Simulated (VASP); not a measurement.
# SiC (Moissanite 3C): how cutoff and mesh change the relaxed cell, part 2 of 2

How far does the relaxed cell of SiC (Moissanite 3C) depend on cutoff and k mesh? The starting structure is a measured crystal structure from the Crystallography Open Database. The first relaxation on each setting starts from this cell expanded by 3 % in volume.

VASP 6.6.1.

Results so far: reference 10.35 Å³ an atom; a cutoff of 400 eV 10.30 Å³ an atom; a 5×5×5 mesh 10.36 Å³ an atom.

### Step 5. Relaxation with a cutoff of 680 eV

Level of this step: PBEsol; plane waves and PAW (Si, C) (VASP).

Against step 2 the input has ENCUT = 680.

Contents of INCAR:

```
SYSTEM = SiC
PREC = Accurate
ENCUT = 680
EDIFF = 1E-06
NELM = 100
ISMEAR = 0
SIGMA = 0.03
LREAL = .FALSE.
ALGO = Normal
GGA = PS
NBANDS = 10
LORBIT = 11
LWAVE = .FALSE.
LCHARG = .FALSE.
KPAR = 4
IBRION = 2
NSW = 50
ISIF = 3
EDIFFG = -0.006
```

Contents of POSCAR:

```
SiC
1.0
    0.0000000000      2.2005756606      2.2005756606
    2.2005756606      0.0000000000      2.2005756606
    2.2005756606      2.2005756606      0.0000000000
Si C
1 1
Direct
    0.0000000000      0.0000000000      0.0000000000
    0.7500000000      0.7500000000      0.7500000000
```

Contents of KPOINTS:

```
Automatic mesh
0
Gamma
8 8 8
0 0 0
```

The projector-augmented-wave data sets are Si and C (PBE family, release 64).

Launch:

```bash
mpirun -np 4 vasp_std
```

Log:

```text
[... set-up lines as in an earlier step ...]
 entering main loop
       N       E                     dE             d eps       ncg     rms          rms(c)
DAV:   1     0.858503577316E+01    0.85850E+01   -0.45869E+03   580   0.837E+02
DAV:   2    -0.166976323179E+02   -0.25283E+02   -0.22648E+02   788   0.118E+02
DAV:   3    -0.176175525493E+02   -0.91992E+00   -0.91802E+00   674   0.212E+01
DAV:   4    -0.176218242045E+02   -0.42717E-02   -0.42713E-02   674   0.180E+00
[...]
DAV:  10    -0.159055837429E+02   -0.47057E-04   -0.11478E-04   626   0.735E-02    0.230E-02
DAV:  11    -0.159055839761E+02   -0.23322E-06   -0.13126E-05   672   0.209E-02    0.510E-03
DAV:  12    -0.159055842098E+02   -0.23369E-06   -0.57404E-07   316   0.525E-03
   1 F= -.15905584E+02 E0= -.15905584E+02  d E =-.159056E+02
[...]
N       E                     dE             d eps       ncg     rms          rms(c)
DAV:   1    -0.159264627292E+02   -0.20879E-01   -0.97278E-01   582   0.718E+00    0.112E+00
[...]
DAV:   5    -0.159042971864E+02    0.12289E-04   -0.32046E-05   646   0.364E-02    0.424E-02
DAV:   6    -0.159042980593E+02   -0.87284E-06   -0.24176E-06   566   0.112E-02
   2 F= -.15904298E+02 E0= -.15904298E+02  d E =0.128615E-02
 trial-energy change:    0.001286  1 .order    0.002344   -0.049011    0.053698
 step:   0.4926(harm=  0.4772)  dis= 0.00000  next Energy=   -15.917783 (dE=-0.122E-01)
[...]
N       E                     dE             d eps       ncg     rms          rms(c)
DAV:   1    -0.159236239641E+02   -0.19327E-01   -0.24435E-01   582   0.352E+00    0.564E-01
DAV:   2    -0.159190404803E+02    0.45835E-02   -0.11064E-02   594   0.597E-01    0.282E-01
DAV:   3    -0.159180732853E+02    0.96719E-03   -0.15701E-03   614   0.242E-01    0.750E-02
DAV:   4    -0.159179096185E+02    0.16367E-03   -0.23977E-04   602   0.770E-02    0.304E-02
DAV:   5    -0.159179046005E+02    0.50179E-05   -0.77273E-06   646   0.181E-02    0.203E-02
DAV:   6    -0.159179031463E+02    0.14542E-05   -0.55685E-07   296   0.562E-03    0.572E-03
DAV:   7    -0.159179034288E+02   -0.28253E-06   -0.18353E-07   296   0.257E-03
   3 F= -.15917903E+02 E0= -.15917903E+02  d E =-.123192E-01
[...]
reached required accuracy - stopping structural energy minimisation
```

Run time: 9.4 s. Hardware: 4 MPI ranks of AMD EPYC 7R43, shared host; peak memory 0.49 GiB; 35 s of CPU time.

OUTCAR, selected parts (step 5):

```text
  Total       -0.0030745     -0.0030745     -0.0030745     -0.0000000      0.0000000     -0.0000000
  in kB       -0.2380381     -0.2380381     -0.2380381     -0.0000000      0.0000000     -0.0000000
  external PRESSURE =      -0.2380381 kB  Pullay stress =       0.0000000 kB

 POSITION                                       TOTAL-FORCE (eV/Angst)
 -----------------------------------------------------------------------------------
      0.00000      0.00000      0.00000         0.000000      0.000000      0.000000
      3.26858      3.26858      3.26858        -0.000000     -0.000000     -0.000000
 -----------------------------------------------------------------------------------
    total drift:                                0.000000      0.000000      0.000000

  FREE ENERGIE OF THE ION-ELECTRON SYSTEM (eV)
  ---------------------------------------------------
  free  energy   TOTEN  =       -15.9179034288 eV

  energy  without entropy=      -15.9179034288  energy(sigma->0) =      -15.91790343

[... 2 parts as in an earlier step ...]

[... 2 further parts left out ...]
[key lines of the parts left out:]
E-fermi :   8.1897
```

With a cutoff of 680 eV the cell ends at 10.347 Å³ an atom, -0.08 % from the reference; the bulk modulus is 221.6 GPa against 221.2 GPa.

### Step 6. Relaxation with a 12×12×12 mesh

Against step 2 the input has a 12×12×12 mesh.

Edit INCAR of step 5 so:

```diff
@@ -2,3 +2,3 @@
 PREC = Accurate
-ENCUT = 680
+ENCUT = 520
 EDIFF = 1E-06
```

POSCAR is that of step 5.

Contents of KPOINTS:

```
Automatic mesh
0
Gamma
12 12 12
0 0 0
```

Launch:

```bash
mpirun -np 4 vasp_std
```

Log:

```text
[... set-up lines as in an earlier step ...]
 entering main loop
       N       E                     dE             d eps       ncg     rms          rms(c)
DAV:   1     0.419982594039E+01    0.41998E+01   -0.40234E+03  1448   0.674E+02
DAV:   2    -0.169522027253E+02   -0.21152E+02   -0.19983E+02  1894   0.110E+02
DAV:   3    -0.176167481894E+02   -0.66455E+00   -0.66278E+00  1708   0.179E+01
DAV:   4    -0.176196809288E+02   -0.29327E-02   -0.29325E-02  1674   0.140E+00
[...]
DAV:  10    -0.159036689564E+02   -0.46975E-04   -0.11411E-04  1566   0.727E-02    0.230E-02
DAV:  11    -0.159036691486E+02   -0.19218E-06   -0.13331E-05  1618   0.209E-02    0.499E-03
DAV:  12    -0.159036693727E+02   -0.22418E-06   -0.60498E-07   770   0.528E-03
   1 F= -.15903669E+02 E0= -.15903669E+02  d E =-.159037E+02
[...]
N       E                     dE             d eps       ncg     rms          rms(c)
DAV:   1    -0.159235711823E+02   -0.19902E-01   -0.91610E-01  1454   0.694E+00    0.108E+00
[...]
DAV:   5    -0.159026250603E+02    0.11324E-04   -0.29495E-05  1618   0.350E-02    0.408E-02
DAV:   6    -0.159026259157E+02   -0.85540E-06   -0.22191E-06  1328   0.106E-02
   2 F= -.15902626E+02 E0= -.15902626E+02  d E =0.104346E-02
 trial-energy change:    0.001043  1 .order    0.001995   -0.046309    0.050300
 step:   0.4941(harm=  0.4793)  dis= 0.00000  next Energy=   -15.915226 (dE=-0.116E-01)
[...]
N       E                     dE             d eps       ncg     rms          rms(c)
DAV:   1    -0.159207125081E+02   -0.18087E-01   -0.22910E-01  1446   0.340E+00    0.543E-01
DAV:   2    -0.159164027905E+02    0.43097E-02   -0.10430E-02  1466   0.575E-01    0.271E-01
DAV:   3    -0.159154960309E+02    0.90676E-03   -0.14654E-03  1550   0.233E-01    0.728E-02
DAV:   4    -0.159153418539E+02    0.15418E-03   -0.22498E-04  1498   0.744E-02    0.296E-02
DAV:   5    -0.159153371747E+02    0.46792E-05   -0.71056E-06  1612   0.174E-02    0.196E-02
DAV:   6    -0.159153357894E+02    0.13853E-05   -0.51352E-07   744   0.530E-03    0.544E-03
DAV:   7    -0.159153360573E+02   -0.26791E-06   -0.16468E-07   726   0.242E-03
   3 F= -.15915336E+02 E0= -.15915336E+02  d E =-.116667E-01
[...]
reached required accuracy - stopping structural energy minimisation
```

Run time: 10 s. Hardware: 4 MPI ranks; peak memory 0.45 GiB.

From OUTCAR (step 6):

```text
  Total       -0.0027913     -0.0027913     -0.0027913      0.0000000      0.0000000      0.0000000
  in kB       -0.2159538     -0.2159538     -0.2159538      0.0000000      0.0000000      0.0000000
  external PRESSURE =      -0.2159538 kB  Pullay stress =       0.0000000 kB

 POSITION                                       TOTAL-FORCE (eV/Angst)
 -----------------------------------------------------------------------------------
      0.00000      0.00000      0.00000        -0.000000      0.000000      0.000000
      3.26939      3.26939      3.26939         0.000000     -0.000000     -0.000000
 -----------------------------------------------------------------------------------
    total drift:                               -0.000000     -0.000000     -0.000000

  FREE ENERGIE OF THE ION-ELECTRON SYSTEM (eV)
  ---------------------------------------------------
  free  energy   TOTEN  =       -15.9153360573 eV

  energy  without entropy=      -15.9153360573  energy(sigma->0) =      -15.91533606

[... 1 part as in an earlier step ...]

[... 3 further parts left out ...]
[key lines of the parts left out:]
E-fermi :   8.1650
```

With a 12×12×12 mesh the cell ends at 10.354 Å³ an atom, +0.00 % from the reference; the bulk modulus is 221.2 GPa against 221.2 GPa.

### Step 7. All runs side by side

| run | volume (Å³/atom) | change (%) | bulk modulus (GPa) | pressure left (GPa) | core minutes |
| --- | --- | --- | --- | --- | --- |
| reference | 10.355 | - | 221.2 | -0.02 | 0.44 |
| a cutoff of 400 eV | 10.299 | -0.54 | 224.3 | 0.0 | 0.587 |
| a 5×5×5 mesh | 10.36 | 0.05 | 221.4 | -0.02 | 0.293 |
| a cutoff of 680 eV | 10.347 | -0.08 | 221.6 | -0.02 | 0.627 |
| a 12×12×12 mesh | 10.354 | 0.0 | 221.2 | -0.02 | 0.693 |

Core minutes are wall time times ranks, summed over the relaxations behind a row (those for a bulk modulus apart), on shared hosts.

### Step 8. What came out

```yaml
volume_of_the_reference: 10.35 Å³/atom
volume_against_the_reference_a_cutoff_of_400_ev: -0.54 %
volume_against_the_reference_a_5x5x5_mesh: +0.05 %
volume_against_the_reference_a_cutoff_of_680_ev: -0.08 %
volume_against_the_reference_a_12x12x12_mesh: +0.00 %
```

In words: The volume moves most with a cutoff of 400 eV: -0.54 % against the reference (520 eV, 8×8×8 mesh). On finer settings it changes by -0.08 % with a cutoff of 680 eV and +0.00 % with a 12×12×12 mesh. The relaxations stop with up to 0.02 GPa left, which at the bulk modulus found here is 0.01 % of the volume. A cell that shrinks at the lower cutoff is the usual mark of Pulay stress, the error that a plane-wave basis makes when it is kept while the volume changes. The bulk modulus stays within 2 %. Further runs on this material are not shown.

[Lines on the potential files, build, host, timing and source positions are cut from VASP's logs without a mark.]

[Logs are printed without paths, hosts, clocks, repeated set-up lines and the standing remarks that a program may print on its own settings, such as how far it seeks lower states.]

[Hosts, paths, dates, database ids (printed as entryN), source tags and the programs' standing remarks are cut or masked in the printed files.]
